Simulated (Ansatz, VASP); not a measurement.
## One calculation of BaZrO3, two programs

INCAR

```
PREC     = Accurate       # precision mode
ENCUT    = 520            # plane-wave cutoff, eV
EDIFF    = 1E-7           # SCF threshold, eV
ISMEAR   = 0              # smearing method
SIGMA    = 0.05           # smearing width, eV
LREAL    = F              # projectors in reciprocal space
LASPH    = T              # aspherical terms in the spheres
NELM     = 60             # most SCF steps
ALGO     = Normal         # electronic algorithm
ISIF     = 2              # what is computed and relaxed
LWAVE    = F              # write WAVECAR
LCHARG   = F              # write CHGCAR
GGA      = PE             # functional
NBANDS   = 28             # bands
```

KPOINTS

```
Automatic mesh
0
Gamma
  6 6 6
```

POSCAR

```
BaZrO3
1.0
    4.1815000000      0.0000000000      0.0000000000
    0.0000000000      4.1815000000      0.0000000000
    0.0000000000      0.0000000000      4.1815000000
Ba Zr O
1 1 3
Direct
    0.5000000000      0.5000000000      0.5000000000
    0.0000000000      0.0000000000      0.0000000000
    0.5000000000      0.0000000000      0.0000000000
    0.0000000000      0.5000000000      0.0000000000
    0.0000000000      0.0000000000      0.5000000000
```

Input for Ansatz:

```yaml
crystal:
  lattice:
    - [4.1815, 0.0, 0.0]
    - [0.0, 4.1815, 0.0]
    - [0.0, 0.0, 4.1815]
  atoms:
    - { symbol: Ba, position: [0.5, 0.5, 0.5] }
    - { symbol: Zr, position: [0.0, 0.0, 0.0] }
    - { symbol: O, position: [0.5, 0.0, 0.0] }
    - { symbol: O, position: [0.0, 0.5, 0.0] }
    - { symbol: O, position: [0.0, 0.0, 0.5] }
basis:
  ecutwfc: 420
kpoints:
  mp_grid: { grid: [6, 6, 6] }
hamiltonian:
  xc: pbe
scf:
  occupations: { method: gaussian, width: 0.05 }
output:
  forces: true
  stress: true
  eigenvalues: true
  write_density: true
  write_potential: true
  elf: true
  volumetric_format: npy
```

Alike in both runs: task single point; functional PBE; k mesh 6 × 6 × 6; occupations gaussian, width 0.05 eV; no spin polarisation.

```csv
,VASP,Ansatz
version,VASP 6.6.1,Ansatz 0.2.0
potentials or method,"VASP PAW PBE potentials, release 64 (Ba_sv, Zr_sv, O)","scalar-relativistic, plane waves, PAW"
plane-wave cutoff (eV),520,420
valence electrons in the cell,40,40
```

Ansatz gave:

```
gap on the k mesh at the Fermi level (eV) : 3.26
least direct gap on the mesh (eV)         : 3.44
pressure (GPa)                            : 5.2
```

Problem. Which values does VASP return?

Solution. gap on the k mesh at the Fermi level (eV): 3.20; least direct gap on the mesh (eV): 3.42; pressure (GPa): 6.3.

Caveats: spin-orbit coupling is left out, which moves the levels of the heavy elements. A k mesh can miss the band edges.
